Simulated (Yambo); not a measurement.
# BN (P6_3/mmc) in Yambo: further runs

Runs on BN. Level: PBEsol. Tasks: optical spectrum by the Bethe-Salpeter equation.

All numbers are computed with Yambo 5.3.0; they aren't measurements. Logs are shortened: lines on timing, memory, paths and dates and some standing lists are left out, and cuts for length are marked.

**1. The crystal as given**

It takes space group P6_3/mmc (No. 194, hexagonal). Conventional cell: a = 2.498 Å, b = 2.498 Å, c = 6.636 Å, α = 90.00°, β = 90.00°, γ = 120.00°. N (site symmetry -6m2) is surrounded by 3 B at 1.44 Å. B (site symmetry -6m2) has 3 N at 1.44 Å as nearest neighbours.

**2. Optical spectrum by the Bethe-Salpeter equation, PBEsol**

File bse4.in:

```
optics
bse
bss
rim_cut
RandQpts= 1000000
RandGvec= 50 RL
BSKmod= "HARTREE"
BSEmod= "retarded"
BSSmod= "h"
% BSEQptR
 1 | 1 |
%
% BSEBands
 6 | 11 |
%
BSENGexx= 20 Ry
% BEnRange
 0 | 20 | eV
%
% BDmRange
 0.1 | 0.1 | eV
%
BEnSteps= 200
% BLongDir
 1 | 0 | 0 |
%
BSEprop= "abs"
BSHayTrs= -0.02
```

File scf.in:

```
&CONTROL
  calculation = 'scf'
  prefix = 'pwscf'
  outdir = './tmp'
  pseudo_dir = './pseudo'
/
&SYSTEM
  ibrav = 0
  nat = 4
  ntyp = 2
  ecutwfc = 84
  nbnd = 14
  occupations = 'smearing'
  smearing = 'fd'
  degauss = 0.00367493
  force_symmorphic = .true.
/
&ELECTRONS
  conv_thr = 8d-10
  electron_maxstep = 120
  mixing_beta = 0.5
/
ATOMIC_SPECIES
N     14.0070 N.upf
B     10.8100 B.upf
CELL_PARAMETERS angstrom
   2.4982400000    0.0000000000    0.0000000000
  -1.2491200000    2.1635393048    0.0000000000
   0.0000000000    0.0000000000    6.6357000000
ATOMIC_POSITIONS crystal
N      0.6666666667    0.3333333333    0.2500000000
N      0.3333333333    0.6666666667    0.7500000000
B      0.6666666667    0.3333333333    0.7500000000
B      0.3333333333    0.6666666667    0.2500000000
K_POINTS automatic
12 12 4 0 0 0
```

File nscf.in:

```
&CONTROL
  calculation = 'nscf'
  prefix = 'pwscf'
  outdir = './tmp'
  pseudo_dir = './pseudo'
/
&SYSTEM
  ibrav = 0
  nat = 4
  ntyp = 2
  ecutwfc = 84
  nbnd = 38
  occupations = 'fixed'
  force_symmorphic = .true.
/
&ELECTRONS
  conv_thr = 1d-08
  diago_full_acc = .true.
  diago_thr_init = 1d-06
/
ATOMIC_SPECIES
N     14.0070 N.upf
B     10.8100 B.upf
CELL_PARAMETERS angstrom
   2.4982400000    0.0000000000    0.0000000000
  -1.2491200000    2.1635393048    0.0000000000
   0.0000000000    0.0000000000    6.6357000000
ATOMIC_POSITIONS crystal
N      0.6666666667    0.3333333333    0.2500000000
N      0.3333333333    0.6666666667    0.7500000000
B      0.6666666667    0.3333333333    0.7500000000
B      0.3333333333    0.6666666667    0.2500000000
K_POINTS automatic
12 12 4 0 0 0
```

Potentials or basis: PseudoDojo 0.4.1 SR PBEsol standard.

On the command line:

```bash
$ OMP_NUM_THREADS=1 pw.x -in scf.in > scf.out
$ OMP_NUM_THREADS=1 pw.x -in nscf.in > nscf.out
$ cd tmp/pwscf.save; p2y; mv SAVE ../..; cd ../..
$ OMP_NUM_THREADS=1 yambo
$ OMP_NUM_THREADS=1 yambo -F bse4.in -J bse4 -C bse4_out
```

Yambo's report:

```text
[... sections 02.01 to 02.04 as in the set-up run ...]

[... 5 lines left out ...]
  [X] Bosonic    Temperature                        :  0.000000  0.000000 [eV K]
  [X] Finite Temperature mode                       : no
  [X] El. density                                   :  0.44610E+24 [cm-3]
  [X] Fermi Level                                   :  4.698877 [eV]

  [X] === Gaps and Widths ===
  [X] Conduction Band Min                           :  4.208087 [eV]
  [X] Valence Band Max                              :  0.000000 [eV]
  [X] Filled Bands                                  :   8
  [X] Empty Bands                                   :    9   38
  [X] Direct Gap                                    :  4.617267 [eV]
  [X] Direct Gap localized at k                     :   57
  [X] Indirect Gap                                  :  4.208087 [eV]
  [X] Indirect Gap between kpts                     :   57   19
  [X] Last valence band width                       :  3.257199 [eV]
  [X] 1st conduction band width                     :  4.030265 [eV]

 [03] Transferred momenta grid and indexing
 ==========================================

 IBZ Q-points                                      :   69
 BZ  Q-points                                      :   576

 K/Q-points units:
 rlu = crystal or reduced units; cc = cartesian coordinates; iku = interal k-units

 Q [ 1]         [rlu]:  0.000000  0.000000  0.000000
 Q [ 2]         [rlu]:  0.000000  0.000000  0.250000
 Q [ 3]         [rlu]:  0.000000  0.000000 -0.500000
 Q [ 4]         [rlu]:  0.26404E-17  0.83333E-01   0.0000
 Q [ 5]         [rlu]:  0.26404E-17  0.83333E-01  0.25000
 Q [ 6]         [rlu]:  0.26404E-17  0.83333E-01 -0.50000
 Q [ 7]         [rlu]:  0.52808E-17  0.16667       0.0000
 Q [ 8]         [rlu]:  0.52808E-17  0.16667      0.25000
 Q [ 9]         [rlu]:  0.52808E-17  0.16667     -0.50000
 Q [10]         [rlu]:  0.79212E-17  0.25000       0.0000
 Q [11]         [rlu]:  0.79212E-17  0.25000      0.25000
 Q [12]         [rlu]:  0.79212E-17  0.25000     -0.50000
 Q [13]         [rlu]:  0.10562E-16  0.33333       0.0000
 Q [14]         [rlu]:  0.10562E-16  0.33333      0.25000
 Q [15]         [rlu]:  0.10562E-16  0.33333     -0.50000
[... 33 lines left out ...]
 Q [49]         [rlu]:  0.250000  0.250000  0.000000
 Q [50]         [rlu]:  0.250000  0.250000  0.250000

 Remaining 19 points informations can be written running with -fatlog

 [04] Coloumb potential Random Integration (RIM)
 ===============================================

  [04.01] RIM initialization
  ==========================

  * Diagonal components only detected *

  8 x (sBL volume)        :  0.014234 [a.u.]
  sBZ random points       :  1000000
  Points outside the sBZ  :   7993074
  RL volume               :  1.024843 [a.u.]
  Integrated volume       :  1.025731 [a.u.]

  [04.02] RIM integrals
  =====================

  Gamma point sphere radius             :  0.043960 [a.u.]
  Points outside the sphere             :   799454
  [Int_sBZ(q=0) 1/q^2]*(Vol_sBZ)^(-1/3) =:  7.711853
                                 should be <:  7.795600
  [WR./bse4//ndb.RIM]-------------------------------------------------------------
   Brillouin Zone Q/K grids (IBZ/BZ)                :    69   576    69   576
   Coulomb cutoff potential                         : none
   Coulombian RL components                         :   51
   Coulombian diagonal components                   : yes
   RIM random points                                :  1000000
   RIM  RL volume             [a.u.]                :  1.025731
   Real RL volume             [a.u.]                :  1.024843
   Eps^-1 reference component                       : 0
   Eps^-1 components                                :  0.000000  0.000000  0.000000
   RIM anysotropy factor                            :  0.000000

  Summary of Coulomb integrals for non-metallic bands |Q|[au] RIM/Bare

  Q [1] 0.100000E-4 0.989257 * Q [2] 0.125266 1.074557
  Q [4] 0.128066 1.052097 * Q [5] 0.179144 1.050554
  Q [58] 0.179144 1.051382 * Q [22] 0.221817 1.020525
  Q [3] 0.250533 1.025273 * Q [23] 0.254744 1.020262
  Q [7] 0.256133 1.015573 * Q [6] 0.281367 1.020632
  Q [59] 0.285124 1.015662 * Q [8] 0.285124 1.015396
[... 26 lines left out ...]
  Q [54] 0.818293 1.002577 * Q [48] 0.838096 1.002487
  Q [55] 0.887270 1.002236 * Q [56] 0.896069 1.002219
  Q [57] 0.921962 1.002214

 [WARNING] [BS] User bands 6-11 break level degeneracy

 [05] Dipoles
 ============

  [05.01] Setup: observables and procedures
  =========================================

  [WF-Oscillators/G space/Transverse up loader] Normalization (few states)  min/max  :  0.10342E-15   1.0000

  [WR./bse4//ndb.dipoles]---------------------------------------------------------
   Brillouin Zone Q/K grids (IBZ/BZ)                :    69   576    69   576
   RL vectors                                       :   4151 [WF]
   Fragmentation                                    : yes
   Electronic Temperature                           :  0.000000 [K]
   Bosonic    Temperature                           :  0.000000 [K]
   DIP band range                                   :   6  11
   DIP band range limits                            :   8   9
   DIP e/h energy range                             : -1.000000 -1.000000 [eV]
   RL vectors in the sum                            :   4151
   [r,Vnl] included                                 : yes
   Bands ordered                                    : yes
   Direct v evaluation                              : no
   Approach used                                    : G-space v
   Dipoles computed                                 : R V P [G-space]
   Wavefunctions                                    : Perdew, Burke & Ernzerhof SOL(X)+Perdew, Burke & Ernzerhof SOL(C)

  [WARNING] [r,Vnl^pseudo] included in position and velocity dipoles.

  [WARNING] In case H contains other non local terms, these are neglected

 [06] Bethe Salpeter Equation driver
 ===================================

  [06.01] Bethe Salpeter Equation @q1
  ===================================

   [06.01.01] Transition pre-analysis @q1
   ======================================

   [06.01.02] Transition Groups build-up @q1
   =========================================

   [BSK] Transition groups (total):   69
   [BSK] Size (resonant):   5184
   [BSK]         (total):   5184
   [BSK] N. of matrices :  1

   [06.01.03] Loading Dipoles @q1
   ==============================

   [06.01.04] Independent Particles properties @q1
   ===============================================

   [06.01.05] BSE Kernel @q1 (Resonant EXCHANGE)
   =============================================

   [BSE] Exchange components :   373

   [06.01.06] Main kernel loop
   ===========================

   [WR./bse4//ndb.BS_Q1_CPU_0]-----------------------------------------------------
    Brillouin Zone Q/K grids (IBZ/BZ)                :    69   576    69   576
    RL vectors                                       :   4151 [WF]
    Coulomb cutoff potential                         : none
    Parallel CPUs
    Parallel Roles
    Fragmentation                                    : no
    BS kernel          wavefunctions                 : Perdew, Burke & Ernzerhof SOL(X)+Perdew, Burke & Ernzerhof SOL(C)
    Static diel. fun.  energies                      : Perdew, Burke & Ernzerhof SOL(X)+Perdew, Burke & Ernzerhof SOL(C)
    wavefunctions                                    : Perdew, Burke & Ernzerhof SOL(X)+Perdew, Burke & Ernzerhof SOL(C)
    [K] Identifier                                   :   4446
    [K] Dimension                                    :   5184
    [K] Bands                                        :   6  11
    [K] Exchange                                     : yes [res]
    [K] Correlation                                  : no [res]
    [K] Kernel`s coupling                            : no
    [K] Exchange                                     : no [cpl]
    [K] Correlation                                  : no [cpl]
    [K] W interaction is bare                        : no
    [K] ALDA kernel in R-space                       : no
    [K] RL vectors                                   :   373 [exchange]
    [K] E/h energy range                             : -1.000000 -1.000000 [eV]
    [K] Coupling range                               :  100.0000  100.0000 [o/o]
    [K] Kernel long-range exchange                   : BAR

  [06.02] BSE solver(s) @q1
  =========================

  [06.03] Haydock Solver in the optics basis @q1 using the hermitian scheme
  =========================================================================

  Accuracy (requested)      : -0.020000 [o/o]
  Accuracy (reached)        :  0.019745 [o/o]
  Iterations                :  123
```

o-bse4.eps_q1_haydock_bse:

```text
# Absorption @ Q(1):   1.00000000      0.00000000      0.00000000    [q->0 direction]
#
[... 47 lines left out ...]
        0.301508           0.004259           3.627247           0.004518           3.681905           0.004259           3.627247
        0.402010           0.005703           3.632245           0.006051           3.687207           0.005703           3.632245
        0.502513           0.007170           3.638703           0.007608           3.694060           0.007170           3.638703
[... 192 lines left out ...]
        19.89950           0.008088           0.501859           0.007780           0.515433           0.008088           0.501859
        20.00000           0.007821           0.509846           0.007527           0.523118           0.007821           0.509846
#
```

Run time: 3.7 min. Hardware: 1 thread of Intel Xeon Platinum 8259CL at 2.50GHz (Skylake/Cascade Lake), shared host; peak memory 0.5 GiB.

What came out:

- Band gap on the k mesh, mean-field level: 4.21 eV, indirect (least direct gap 4.62 eV)

Dielectric function (along the field direction of the input):
| energy (eV) | real part | imaginary part |
| --- | --- | --- |
| 0.30 | 3.63 | 0.00 |
| 0.90 | 3.68 | 0.01 |
| 1.61 | 3.82 | 0.03 |
| 2.31 | 4.07 | 0.05 |
| 3.02 | 4.52 | 0.08 |
| 3.62 | 5.21 | 0.16 |
| 4.32 | 7.22 | 0.57 |
| 5.03 | 8.58 | 3.87 |
| 5.73 | 3.16 | 7.73 |
| 6.33 | -3.27 | 4.60 |
| 7.04 | -2.50 | 4.40 |
| 7.74 | -0.87 | 1.18 |
| 8.44 | -1.00 | 1.53 |
| 9.05 | -0.58 | 0.86 |
| 9.75 | 0.15 | 0.79 |
| 10.45 | 0.17 | 0.53 |
| 11.16 | 0.62 | 0.77 |
| 11.76 | 0.58 | 0.48 |
| 12.46 | 1.09 | 1.03 |
| 13.17 | 1.17 | 2.55 |
| 13.87 | -1.10 | 1.82 |
| 14.47 | -0.17 | 1.07 |
| 15.18 | -0.72 | 0.33 |
| 15.88 | 0.04 | 0.15 |
| 16.58 | 0.19 | 0.14 |
| 17.19 | -0.05 | 0.17 |
| 17.89 | 0.25 | 0.04 |
| 18.59 | 0.37 | 0.03 |
| 19.30 | 0.45 | 0.01 |
| 20.00 | 0.51 | 0.01 |

Caveat: spectra need much finer meshes, so this one isn't converged. A k mesh can miss the band edges.

(Continued in part 2 of 2.)
